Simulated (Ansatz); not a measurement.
A run of Ansatz 0.2.0 is set up as follows.

The input input.yaml:

```yaml
crystal:
  lattice:
    - [3.223, 0.0, 0.0]
    - [-1.6115, 2.7911998764, 0.0]
    - [0.0, 0.0, 3.191]
  atoms:
    - { symbol: Mo, position: [0.0, 0.0, 0.0] }
    - { symbol: P, position: [0.3333333333, 0.6666666667, 0.5] }
kpoints:
  mp_grid: { grid: [10, 10, 8] }
scf:
  occupations: { method: fermi_dirac, width: 0.05 }
hamiltonian:
  xc: rpbe
  dispersion: d3bj
  pseudopotentials: { kind: all_electron, lapw: { basis_error: 0.001 } }
output:
  forces: true
  stress: true
relax:
  f_tol: 0.01
  max_steps: 60
  cell: {}
```

Potentials or basis: all-electron LAPW, scalar-relativistic.

The run is started by

```sh
$ ansatz run input.yaml --threads 1 --pin off --max-ram 3072MiB --backend cpu --events-out ev --progress --plain --runs-dir out
```

What does it give for the relaxed volume?

12.45 Å³/atom.

What does it give for the relaxed cell?

a = 3.033 Å, b = 3.033 Å, c = 3.125 Å, α = 90.00°, β = 90.00°, γ = 120.00°.

What does it give for the space group after relaxing (to 0.05 Å)?

P-6m2 (No. 187).

Final structure:
```yaml
crystal:
  lattice:
    - [3.03287, 0.00000, 0.00000]
    - [-1.51643, 2.62654, 0.00000]
    - [0.00000, 0.00000, 3.12465]
  atoms:
    - { symbol: Mo, position: [0.00000, 0.00000, 0.00000] }
    - { symbol: P, position: [0.33333, 0.66667, 0.50000] }
```

Caveat: the volume moved by -13 % from the deposited cell, more than functionals usually miss.
